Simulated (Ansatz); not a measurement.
# Zr3Si: the cost of one run

Method: DFT PBE, scalar-relativistic, plane waves, PAW, in Ansatz 0.2.0.

## 1. The structure to begin with

It takes space group P6mm (No. 183, hexagonal). The conventional cell has a = 3.887 Å, b = 3.887 Å, c = 5.328 Å, α = 90.00°, β = 90.00°, γ = 120.00°. Zr (site symmetry 6mm) has 1 Si at 1.93 Å as nearest neighbours. Zr (site symmetry 3m) has 3 Zr at 2.24 Å and 3 Si at 2.40 Å as nearest neighbours. Si (site symmetry 6mm) has 7 Zr at 1.93 to 2.40 Å as nearest neighbours.

Structure file:

```xyz
4
Lattice="3.8865 0.0000 0.0000 -1.9433 3.3658 0.0000 0.0000 0.0000 5.3277" Properties=species:S:1:pos:R:3 pbc="T T T"
Zr    0.0000    0.0000    3.3636
Zr    0.0000    2.2439    0.8256
Zr    1.9433    1.1219    0.8256
Si    0.0000    0.0000    5.2908
```

Recipe of the guess: random cell by space group and Wyckoff sites (P6mm, No. 183). Lengths come from tabulated atomic sizes and are only a guess.

## 2. A first look at the guess

Input file input.yaml:

```yaml
crystal:
  lattice:
    - [3.88653489, 0.0, 0.0]
    - [-1.94326745, 3.36583795, 0.0]
    - [0.0, 0.0, 5.32773258]
  atoms:
    - { symbol: Zr, position: [0.0, 0.0, 0.63133001] }
    - { symbol: Zr, position: [0.33333333, 0.66666667, 0.15496518] }
    - { symbol: Zr, position: [0.66666667, 0.33333333, 0.15496518] }
    - { symbol: Si, position: [0.0, 0.0, 0.99307189] }
basis:
  ecutwfc: 420
kpoints:
  mp_grid: { grid: [6, 6, 4] }
hamiltonian:
  xc: pbe
scf:
  occupations: { method: gaussian, width: 0.1 }
  lower_state_search: "off"
output:
  forces: true
  stress: true
  eigenvalues: true
```

Run with:

```sh
> ansatz run input.yaml --threads 1 --pin off --max-ram 2560MiB --backend cpu --events-out ev --progress --plain --runs-dir out
```

What time and memory should one allow on 1 thread of Intel Xeon at 2.50GHz (Skylake/Cascade Lake), shared host?

About 6.6 s, with a peak of 0.33 GiB.
